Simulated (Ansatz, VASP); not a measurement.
**Co in VASP and in Ansatz**

```
CELL_PARAMETERS angstrom
3.96595 0.00000 0.00000
-1.98297 3.43461 0.00000
0.00000 0.00000 2.43816
ATOMIC_POSITIONS crystal
Co 0.33333 0.66667 0.50000
Co 0.00000 0.00000 0.00000
Co 0.66667 0.33333 0.50000
```

Alike in both runs: functional PBE; k mesh 6 × 6 × 6; occupations gaussian, width 0.1 eV; collinear spin.

Ansatz relaxed the structure, and its values are those at the end. VASP's run is a single point on that final structure, the one shown.

|  | VASP | Ansatz |
| --- | --- | --- |
| version | VASP 6.6.1 | Ansatz 0.2.0 |
| potentials or method | VASP PAW PBE potentials, release 64 (Co) | scalar-relativistic, plane waves, PAW |
| plane-wave cutoff (eV) | 520 | 420 |
| valence electrons in the cell | 27 | 51 |

Ansatz gave:

```
gap on the k mesh at the Fermi level (eV)                     : none
pressure (GPa)                                                : 0.0
net moment per atom (μB)                                      : 1.68
size of the moment on the site where the two differ most (μB) : 1.71
```

Which values does VASP return?

gap on the k mesh at the Fermi level (eV): none; pressure (GPa): -0.8; net moment per atom (μB): 1.67; size of the moment on the site where the two differ most (μB): 1.65.

Site moments also hang on the region over which each program counts them. A gap of «none» marks a metal or a gap that the smearing closes. The functional is the same, so the differences come from potentials, cutoffs and numerics. The two sets of potentials don't hold the same shells in valence.

Caveats: the k mesh is coarse (spacing up to 0.43 Å⁻¹), so the values aren't converged.
